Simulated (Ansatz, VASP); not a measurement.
MgSe in VASP and in Ansatz

INCAR

```
PREC = Accurate ; ENCUT = 600
EDIFF = 1E-6 ; ISMEAR = -5
SIGMA = 0.1 ; LREAL = False
LASPH = True ; NELM = 80
ALGO = Fast ; ISIF = 3
LWAVE = False ; LCHARG = False
GGA = PS ; IBRION = 2
NSW = 100 ; EDIFFG = -0.005
```

File KPOINTS:

```
Automatic mesh
0
Gamma
  8 8 8
```

The input POSCAR:

```
MgSe
1.0
    0.0000000000      2.7963236656      2.7963236656
    2.7963236656      0.0000000000      2.7963236656
    2.7963236656      2.7963236656      0.0000000000
Mg Se
1 1
Direct
    0.0000000000      0.0000000000      0.0000000000
    0.5000000000      0.5000000000      0.5000000000
```

Input for Ansatz:

```yaml
crystal:
  lattice:
    - [0.0, 2.7963236656, 2.7963236656]
    - [2.7963236656, 0.0, 2.7963236656]
    - [2.7963236656, 2.7963236656, 0.0]
  atoms:
    - { symbol: Mg, position: [0.0, 0.0, 0.0] }
    - { symbol: Se, position: [0.5, 0.5, 0.5] }
kpoints:
  mp_grid: { grid: [8, 8, 8] }
scf:
  occupations: { method: tetrahedron }
hamiltonian:
  xc: pbesol
  pseudopotentials: { kind: all_electron, lapw: { basis_error: 0.001 } }
output:
  forces: true
  stress: true
relax:
  f_tol: 0.005
  max_steps: 80
  cell: {}
```

Alike in both runs: task relaxation of cell and atoms; functional PBEsol; k mesh 8 × 8 × 8; occupations tetrahedron; no spin polarisation.

```csv
,VASP,Ansatz
version,VASP 6.6.1,Ansatz 0.2.0
potentials or method,"VASP PAW PBE potentials, release 64 (Mg, Se)","all-electron LAPW, scalar-relativistic"
plane-wave cutoff (eV),600,see its input
```

Ansatz gave:

* gap on the k mesh at the Fermi level, each at its own relaxed structure (eV): 1.78
* relaxed volume (Å³/atom): 20.23
* relaxed cell length with the largest relative difference (Å): 3.854
* energy change over the relaxation (meV/atom): -23

Task: What did VASP give for the same quantities?

Result: gap on the k mesh at the Fermi level, each at its own relaxed structure (eV): 1.76; relaxed volume (Å³/atom): 20.21; relaxed cell length with the largest relative difference (Å): 3.852; energy change over the relaxation (meV/atom): -24.

Ansatz ran all-electron here, so the differences hold the error of VASP's frozen core and of both bases. Ansatz warned: «band_table_not_solved_further».

Caveats: the PAW data sets were made with another functional, which shifts forces and pressure a little (VASP). A k mesh can miss the band edges.
